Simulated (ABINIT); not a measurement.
SnO:

```
Sn O
1.0
     3.81370    0.00000    0.00000
     0.00000    3.81370    0.00000
     0.00000    0.00000    4.88691
Sn O
2 2
Direct
  0.50000 0.00000 0.76463
  0.00000 0.50000 0.23537
  0.00000 0.00000 0.00000
  0.50000 0.50000 0.00000
```

The cell is a database's computed one.

Base run:

- Program: ABINIT 10.8.3 (patched build)
- Functional: PBE
- Potentials or basis: JTH PAW PBE v2.0
- Cutoff: 626 eV
- k mesh: 7 × 7 × 6
- Occupations: fermi-dirac, width 0.05 eV
- Spin: no spin polarisation

Its results: band gap on the k mesh 0.39 eV, indirect (least direct gap 2.04 eV); pressure 3.2 GPa; largest force 0.360 eV/Å.

Question: The run is repeated on the same cell with these changes: cutoff from 626 eV to 762 eV; fine-grid cutoff from 1224.51 eV to 1360.57 eV. What comes out?

Answer: Band gap on the k mesh 0.39 eV, indirect (least direct gap 2.04 eV); pressure 2.7 GPa; largest force 0.353 eV/Å.

Caveats: spin-orbit coupling is left out, which moves the levels of the heavy elements; an odd mesh through Γ misses points on the zone boundary, where band edges often lie (some runs); the mesh misses the band edges, which the band path finds closer together (some runs).

Not every run made on this cell is shown here.
